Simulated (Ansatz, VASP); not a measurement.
# Zn16HO16 (bond-centred H+ along c in ZnO) in two plane-wave programs

Aim: how closely do two programs agree when they are given the same cell, functional and k mesh? The cell is taken from a series of runs on this material, whose earlier steps may have relaxed, scaled, displaced or heated it; both programs get it as it stands.

Calculated with Ansatz 0.2.0; plane waves, with VASP 6.6.1 beside it; single point at HSE06.

## Step 1: Starting point

The cell holds 33 atoms: 16 Zn, 16 O and 1 H. Cell: a = 6.559 Å, b = 6.559 Å, c = 10.587 Å, α = 90.0°, β = 90.0°, γ = 120.0°. It derives from ZnO (ZnO (P6_3mc)). Nearest the centre at fractional (0.667, 0.333, 0.368): H33 at 0.13 Å, O26 at 1.04 Å, Zn9 at 2.10 Å, Zn12 at 2.50 Å, Zn16 at 2.50 Å, Zn4 at 2.50 Å, O29 at 2.75 Å, O17 at 2.75 Å. The cell carries charge +1.

## Step 2: VASP: single point, HSE06

With cell and atoms fixed, the geometry can't cause a difference; cores, projectors, grids and the points listed under the comparison can.

Lines of VASP's logs that name or quote its potential files are left out, and so is its time.

The run reads the wave functions of an earlier VASP run, which isn't shown here.

Input file INCAR:

```
SYSTEM = Zn16HO16
PREC = Accurate
ENCUT = 520
EDIFF = 1E-06
NELM = 100
ISMEAR = -1
SIGMA = 0.01
LREAL = Auto
ALGO = Normal
LHFCALC = .TRUE.
AEXX = 0.25
GGA = PE
HFSCREEN = 0.208
LASPH = .TRUE.
NELECT = 288
NBANDS = 167
PRECFOCK = Fast
LORBIT = 11
LWAVE = .FALSE.
LCHARG = .FALSE.
ISIF = 2
```

Input file POSCAR:

```
Zn16HO16
1.0
    6.5590399409      0.0000000000      0.0000000000
   -3.2795199705      5.6802952133      0.0000000000
    0.0000000000      0.0000000000     10.5865021122
Zn O H
16 16 1
Direct
    0.1662286344      0.3325417713      0.2509164855
    0.3162044722      0.1580671842      0.9926836674
    0.1695924243      0.3393932066      0.7500102153
    0.3148721462      0.1574237212      0.5105722283
    0.1662162732      0.8336013829      0.2509243839
    0.3332193108      0.6665727090      0.0047677299
    0.1696008818      0.8301546867      0.7500235973
    0.3331800425      0.6665717630      0.4977075840
    0.6666411340      0.3332452718      0.1702632931
    0.8417553045      0.1580391861      0.9926449497
    0.6665259593      0.3332409554      0.7579564525
    0.8422668442      0.1574773974      0.5105031973
    0.6672571784      0.8335822800      0.2509092202
    0.8417389223      0.6836199205      0.9926618638
    0.6603859781      0.8301767856      0.7499962472
    0.8422938004      0.6848171979      0.5105369632
    0.3278754745      0.1638941621      0.1831000268
    0.1646292786      0.3294893987      0.4390524984
    0.3347981306      0.1673727630      0.6955516900
    0.1690536728      0.3382044513      0.9358886831
    0.3332179647      0.6665745970      0.1923645254
    0.1646350366      0.8351096584      0.4390614397
    0.3331950855      0.6665749459      0.6834058856
    0.1690401887      0.8307703341      0.9359029984
    0.8359834091      0.1638313383      0.1830437715
    0.6664344928      0.3332393414      0.4662532080
    0.8323792470      0.1673961931      0.6955002916
    0.6665721549      0.3332420305      0.9554478243
    0.8359525665      0.6720069298      0.1830698960
    0.6702644953      0.8351199686      0.4390455782
    0.8323884574      0.6649529360      0.6955257758
    0.6615804176      0.8307481281      0.9358739490
    0.6661519650      0.3332320440      0.3558195152
```

Input file KPOINTS:

```
Automatic mesh
0
Gamma
1 1 1
0 0 0
```

The projector-augmented-wave data sets are Zn, O and H (PBE family, release 64).

Launch:

```sh
> export OMP_NUM_THREADS=3
> mpirun -np 1 vasp_gam
```

Numbers of over 12 decimals in the logs are rounded to 6 here.

Log:

```text
[banner, memory and clock lines left out]
running    1 mpi-ranks, on    1 nodes
[...]
Offloading initialized ...    1 GPUs detected
[...]
LDA part: xc-table for (Slater+PW92), standard interpolation
 found WAVECAR, reading the header
 POSCAR, INCAR and KPOINTS ok, starting setup
[...]
reading WAVECAR
 the WAVECAR file was read successfully
 initial charge from wavefunction
 entering main loop
       N       E                     dE             d eps       ncg     rms          rms(c)
DAV:   1    -0.182665461807E+03   -0.18267E+03   -0.11544E+01   420   0.431E+01    0.682E+00
DAV:   2    -0.182588719869E+03    0.76742E-01   -0.51102E+00   412   0.155E+01    0.223E+00
DAV:   3    -0.182610524130E+03   -0.21804E-01   -0.50902E-01   452   0.462E+00    0.123E+00
DAV:   4    -0.182614354641E+03   -0.38305E-02   -0.78282E-02   372   0.110E+00    0.697E-01
[...]
DAV:  11    -0.182610729816E+03    0.29424E-05   -0.80392E-06   372   0.165E-02    0.190E-02
DAV:  12    -0.182610728122E+03    0.16942E-05   -0.23639E-06   292   0.140E-02    0.116E-02
DAV:  13    -0.182610727290E+03    0.83208E-06   -0.20337E-06   236   0.959E-03
   1 F= -.18261073E+03 E0= -.18261073E+03  d E =-.143165E-10
```

From OUTCAR (step 2):

```text
  Total       -2.8511049     -2.8616941    -17.2201096     -0.0061149     -0.0000734     -0.0251447
  in kB      -11.5813746    -11.6243887    -69.9492114     -0.0248390     -0.0002982     -0.1021393
  external PRESSURE =     -31.0516583 kB  Pullay stress =       0.0000000 kB

 POSITION                                       TOTAL-FORCE (eV/Angst)
 -----------------------------------------------------------------------------------
     -0.00028      1.88894      2.65633        -0.000359      0.020197      0.070692
      1.55561      0.89787     10.50905        -0.008550     -0.004849     -0.031006
     -0.00068      1.92785      7.93998         0.000058     -0.000443     -0.036179
      1.54898      0.89421      5.40517         0.066305      0.038308     -0.084562
     -1.64359      4.73510      2.65641         0.017605     -0.010264      0.070635
     -0.00044      3.78633      0.05047         0.000125      0.000224      0.006664
     -1.61009      4.71552      7.94013        -0.000291      0.000211     -0.036281
     -0.00069      3.78632      5.26898         0.000171      0.000144     -0.029904
      3.27964      1.89293      1.80249         0.000772      0.000150     -0.124243
      5.00281      0.89771     10.50864         0.008380     -0.005050     -0.030646
      3.27890      1.89291      8.02411         0.000056      0.000026     -0.014829
      5.00801      0.89452      5.40444        -0.065935      0.037792     -0.084007
      1.64282      4.73499      2.65625        -0.017619     -0.009867      0.070584
      3.27905      3.88316     10.50882        -0.000020      0.009647     -0.030520
[...]
-----------------------------------------------------------------------------------
    total drift:                                0.000112      0.001033      0.002198

  FREE ENERGIE OF THE ION-ELECTRON SYSTEM (eV)
  ---------------------------------------------------
  free  energy   TOTEN  =      -182.6107272899 eV

  energy  without entropy=     -182.6107272899  energy(sigma->0) =     -182.61072729

[... 3 further parts left out ...]
[key lines of the parts left out:]
E-fermi :   0.0302
```

The run ends at a pressure of -3.11 GPa, with forces up to 5.4 eV/Å.

(Part 1 of 2 ends here.)

[Lines on the potential files, build, host, timing and source positions are cut from VASP's logs without a mark.]

[Logs are printed without paths, hosts, clocks, repeated set-up lines and the standing remarks that a program may print on its own settings, such as how far it seeks lower states.]

[Hosts, paths, dates, database ids (printed as entryN), source tags and the programs' standing remarks are cut or masked in the printed files.]
